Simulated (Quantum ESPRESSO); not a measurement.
The system is CO2.

```xyz
6
Lattice="-1.9747 1.9747 3.0141 1.9747 -1.9747 3.0141 1.9747 1.9747 -3.0141" Properties=species:S:1:pos:R:3 pbc="T T T"
O     1.3223    0.9874    3.7676
O     0.6525    0.9874    0.7535
O     2.9621    0.6525   -0.7535
O    -0.9874    1.3223    2.2605
C     0.0000    0.0000    0.0000
C     0.0000    1.9747    1.5070
```

The cell comes from a database or a generator and needn't be the stable form of this composition.

Program: Quantum ESPRESSO 7.5. Alike in all runs: no spin polarisation; cell as given; k mesh 9 × 9 × 9; smearing fermi-dirac 0.05 eV.

Order these runs on this cell by their pressure, lowest first.
A. level PBEsol; potentials or basis GBRV 1.5 PBEsol; cutoff (eV) 612
B. level PBE; potentials or basis SSSP 1.3 efficiency PBE; cutoff (eV) 748
C. level LDA; potentials or basis GBRV 1.5 LDA; cutoff (eV) 612; form of the LDA correlation PZ81

C (-12.3 GPa), A (-5.5 GPa), B (-0.2 GPa).
